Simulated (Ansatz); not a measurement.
AlNi: computed properties

The calculation used Ansatz, DFT PBE, scalar-relativistic, plane waves, PAW.

Settings: cutoff 420 eV, Γ-centred mesh 14×14×14 on the computed 2-atom cell, Gaussian smearing of 0.10 eV; no spin polarisation.

The structure is relaxed at this level of theory with its symmetry kept. Whether it is the stable form of this composition wasn't checked.

The structure is cubic, space group Pm-3m (No. 221). The conventional cell has a = 2.893 Å, b = 2.893 Å, c = 2.893 Å, α = 90.00°, β = 90.00°, γ = 90.00°. Around Al (site symmetry m-3m) lie 8 Ni at 2.51 Å. Ni (site symmetry m-3m) is surrounded by 8 Al at 2.51 Å.

* Volume per atom: 12.11 Å³
* Formation energy from the elements' standard states (uncorrected): -0.652 eV/atom
* Kohn–Sham band gap: none (metal)
* Density of states at the Fermi level: 0.85 states/eV per cell
* Löwdin character within 0.5 eV of the Fermi level: Ni 3d 57 %, Al 3p 29 %, unprojected 4 %
* Bulk modulus: 159 GPa
* Its pressure derivative: 4.3
* Bader charges (e): Al (1 in the cell) 1.67, Ni (1 in the cell) -1.67

A ferromagnetic start lost its moments in a first run, so spin was left out; other magnetic orders weren't tried.